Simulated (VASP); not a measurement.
Mg: single point with PBEsol

Crystal: Mg.

```xyz
4
Lattice="-1.5409 2.6689 -3.0361 1.5409 -2.6689 -3.0361 -4.6226 -2.6689 0.0000" Properties=species:S:1:pos:R:3 pbc="T T T"
Mg   -1.9043   -2.6134   -3.2560
Mg   -3.0778   -0.2025   -2.8886
Mg    0.3246   -0.1428   -2.8024
Mg    0.0350    0.2898   -0.1612
```

The cell isn't the ideal one: all atoms moved at random, sigma 0.25 Å a component.

| Item | Value |
| --- | --- |
| Program | VASP 6.6.1 |
| Task | single point |
| Functional | PBEsol |
| Potentials or basis | VASP PAW PBE potentials, release 64 (Mg) |
| Cutoff | 520 eV |
| k mesh | 8 × 8 × 6 |
| Occupations | gaussian, width 0.15 eV |
| Spin | no spin polarisation |
| Dipole correction | no |
| Further INCAR settings | ALGO = Fast; EDIFF = 1e-06; NBANDS = 12 |

```yaml
Pressure: 5.4 GPa
Largest_force: 2.861 eV/Å
Band_gap_on_the_k_mesh: none (metal or under the smearing width)
```

Forces in eV/Å, atoms in the order of the input:
```
Mg   2.727  0.203  0.447
Mg   0.087  1.141 -0.863
Mg  -2.782  0.514 -0.429
Mg  -0.033 -1.858  0.846
```

Stress tensor (GPa, compression positive):
```
 5.85 -1.29 -3.36
-1.29  6.60  2.17
-3.36  2.17  3.62
```

Levels at points of the mesh, in eV from the Fermi level:
| k point | band 2 | band 3 | band 4 | band 5 | band 6 | band 7 |
| --- | --- | --- | --- | --- | --- | --- |
| (0.00, 0.00, 0.00) | -1.48 | -1.31 | 0.83 | 0.85 | 1.27 | 1.37 |
| (0.50, 0.00, 0.00) | -4.15 | -0.11 | 0.32 | 0.94 | 1.14 | 2.24 |
| (0.00, 0.50, 0.00) | -4.59 | 0.22 | 0.39 | 0.54 | 0.71 | 2.80 |
| (0.50, 0.50, 0.00) | -3.01 | -2.26 | -2.11 | 1.35 | 1.92 | 2.10 |
| (0.00, 0.00, 0.50) | -4.71 | 1.27 | 1.39 | 1.96 | 2.12 | 2.99 |
| (0.50, 0.00, 0.50) | -3.43 | -2.95 | -2.28 | 2.57 | 2.74 | 4.11 |
| (0.00, 0.50, 0.50) | -3.73 | -2.78 | -2.73 | 3.02 | 3.54 | 3.75 |
| (0.50, 0.50, 0.50) | -2.26 | -1.55 | -1.40 | -1.05 | -0.99 | -0.44 |

It took 76 s on 1 thread of Intel(R) Xeon(R) Platinum 8559C (Emerald Rapids) (shared host), peak memory 0.33 GiB.

Caveat: the PAW data sets were made with another functional, which shifts forces and pressure a little.
